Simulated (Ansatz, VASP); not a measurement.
# Two plane-wave programs on Si25C23 (a cell with a defect) (Moissanite)

```xyz
48
Lattice="6.1520 0.0000 0.0000 -4.6140 7.9917 0.0000 0.0000 0.0000 10.0960" Properties=species:S:1:pos:R:3 pbc="T T T"
Si    0.0009    1.7747   -0.2689
Si    0.0000    1.7770    5.0499
Si   -1.5339    4.4364    0.0235
Si   -1.5569    4.4494    5.0959
Si   -3.0705    7.1120    0.0182
Si   -3.0698    7.0878    5.0964
Si    3.0754    1.7616    0.0140
Si    3.0764    1.7876    5.1090
Si    1.5340    4.4457    0.0283
Si    1.5573    4.4597    5.0921
Si   -0.0058    7.1032    0.0200
Si   -0.0065    7.0781    5.0925
Si    1.6983    0.7853    2.6463
Si    1.5564    0.8762    7.5485
Si    0.0079    3.7928    2.6514
Si    0.0008    3.5791    7.5483
Si   -1.5624    6.1786    2.5431
Si   -1.5411    6.2095    7.6102
Si    4.4518    0.7644    2.6441
Si    4.5954    0.8717    7.5491
Si    3.0730    3.5384    2.5490
Si    3.0749    3.5549    7.6179
Si    1.5608    6.2551    2.5472
Si    1.5408    6.2167    7.6115
Si   -0.0036    1.7970    1.8875
C    -0.0008    1.7764    6.9553
C    -1.5718    4.4547    1.9175
C    -1.5571    4.4455    6.9740
C    -3.0429    7.0834    1.9144
C    -3.0744    7.0867    6.9718
C     3.0770    1.7692    1.9141
C     3.0767    1.7968    6.9698
C     1.5746    4.5042    1.9258
C     1.5569    4.4516    6.9732
C    -0.0334    7.0400    1.9215
C    -0.0020    7.0786    6.9699
C     1.5685    0.8693    4.5137
C     1.5722    0.8662    9.4150
C     0.0014    3.5978    4.5171
C     0.0022    3.5965    9.4198
C    -1.5441    6.2078    4.4424
C    -1.5405    6.2108    9.4958
C     4.5834    0.8638    4.5124
C     4.5802    0.8624    9.4180
C     3.0748    3.5471    4.4445
C     3.0737    3.5483    9.5128
C     1.5435    6.2282    4.4444
C     1.5401    6.2219    9.5033
```

Alike in both runs: functional PBE; k mesh 4 × 3 × 2; occupations fermi-dirac, width 0.01 eV; no spin polarisation.

Ansatz relaxed the structure, and its values are those at the end. VASP's run is a single point on that final structure, the one shown.

|  | VASP | Ansatz |
| --- | --- | --- |
| version | VASP 6.6.1 | Ansatz 0.2.0 |
| potentials or method | VASP PAW PBE potentials, release 64 (Si, C) | plane-wave PAW, scalar-relativistic |
| plane-wave cutoff (eV) | 520 | 420 |
| valence electrons in the cell | 192 | 192 |

VASP gave:

- gap on the k mesh at the Fermi level (eV): 1.15
- pressure (GPa): 10.4
- rms of the force components (eV/Å): 0.004

Task: Estimate Ansatz's values.

Result: gap on the k mesh at the Fermi level (eV): 1.15; pressure (GPa): 10.5; rms of the force components (eV/Å): 0.000.

Ansatz warned: «stress_scf_threshold_loose».

As with any semilocal functional, this PBE gap is likely too small.
